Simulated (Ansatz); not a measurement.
Si2Mo:

```xyz
3
Lattice="-1.6000 1.6000 3.9305 1.6000 -1.6000 3.9305 1.6000 1.6000 -3.9305" Properties=species:S:1:pos:R:3 pbc="T T T"
Mo    0.0000    0.0000    0.0000
Si    0.0000    0.0000    5.2433
Si    0.0000    0.0000    2.6177
```

- Program: Ansatz 0.2.0
- Task: single point
- Functional: PBE
- Potentials or basis: all-electron LAPW, scalar-relativistic
- Cutoff: 223 eV (chosen from the basis error)
- Basis error allowed: 0.001 eV/atom
- k mesh: 12 × 12 × 12
- Occupations: fermi-dirac, width 0.05 eV
- Spin: no spin polarisation

On this cell: pressure 2.3 GPa; largest force 0.279 eV/Å; band gap on the k mesh none (metal or under the smearing width).

The same run follows on a disturbed copy (atoms moved at random, drawn with an rms of 0.05 Å):

```xyz
3
Lattice="-1.6000 1.6000 3.9305 1.6000 -1.6000 3.9305 1.6000 1.6000 -3.9305" Properties=species:S:1:pos:R:3 pbc="T T T"
Mo   -0.0147    0.0359    0.0506
Si    0.0664    0.0136    5.2950
Si    0.0405   -0.0037    2.6189
```

What does the disturbed cell give?

The energy (extrapolated to zero smearing) moves by +19.3 meV/atom; pressure 2.5 GPa; largest force 0.919 eV/Å; band gap on the k mesh none (metal or under the smearing width).

Forces on the atoms (eV/Å):
```
Mo   0.616 -0.274 -0.349
Si  -0.487  0.045 -0.531
Si  -0.129  0.229  0.880
```

Stress tensor (GPa, compression positive):
```
 2.80 -0.31 -0.26
-0.31  3.00  0.06
-0.26  0.06  1.76
```

The runs don't all hold the same shells in valence.
